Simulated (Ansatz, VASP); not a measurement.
**Two plane-wave programs on AlNi**

The input INCAR:

```
PREC = Accurate
ENCUT = 600
EDIFF = 1E-7
ISMEAR = 0
SIGMA = 0.1
LREAL = F
LASPH = T
NELM = 80
ALGO = Fast
ISIF = 3
LWAVE = F
LCHARG = F
GGA = PS
IBRION = 2
NSW = 100
EDIFFG = -0.005
```

KPOINTS

```
Automatic mesh
0
Gamma
  14 14 14
```

POSCAR

```
AlNi
1.0
    2.8597112900      0.0000000000      0.0000000000
    0.0000000000      2.8597112900      0.0000000000
    0.0000000000      0.0000000000      2.8597112900
Al Ni
1 1
Direct
    0.5000000000      0.5000000000      0.5000000000
    0.0000000000      0.0000000000      0.0000000000
```

Input for Ansatz:

```yaml
crystal:
  lattice:
    - [2.85971129, 0.0, 0.0]
    - [0.0, 2.85971129, 0.0]
    - [0.0, 0.0, 2.85971129]
  atoms:
    - { symbol: Al, position: [0.5, 0.5, 0.5] }
    - { symbol: Ni, position: [0.0, 0.0, 0.0] }
basis:
  ecutwfc: 420
kpoints:
  mp_grid: { grid: [14, 14, 14] }
hamiltonian:
  xc: pbesol
scf:
  occupations: { method: gaussian, width: 0.1 }
output:
  forces: true
  stress: true
  eigenvalues: true
  write_density: true
  write_potential: true
  elf: true
  volumetric_format: npy
relax:
  adjacent_minimum: "off"
  f_tol: 0.005
  max_steps: 80
  cell: { stress_tol: 0.05 }
```

The cell comes from a database or a generator and needn't be the stable form of this composition.

Alike in both runs: task relaxation of cell and atoms; functional PBEsol; k mesh 14 × 14 × 14; occupations gaussian, width 0.1 eV; no spin polarisation.

|  | VASP | Ansatz |
| --- | --- | --- |
| version | VASP 6.6.1 | Ansatz 0.2.0 |
| potentials or method | VASP PAW PBE potentials, release 64 (Al, Ni) | scalar-relativistic, plane waves, PAW |
| plane-wave cutoff (eV) | 600 | 420 |
| valence electrons in the cell | 13 | 21 |

```csv
,VASP,Ansatz,Ansatz less VASP
"gap on the k mesh at the Fermi level, each at its own relaxed structure (eV)",none,none,-
relaxed volume (Å³/atom),11.74,11.73,-0.011
relaxed cell length with the largest relative difference (Å),2.863,2.862,-0.0009
```

A gap of «none» marks a metal or a gap that the smearing closes. The two sets of potentials don't hold the same shells in valence.

Caveats: the PAW data sets were made with another functional, which shifts forces and pressure a little (VASP). Spin polarisation is off, so any magnetic state and its effect on volume and gap are missing.
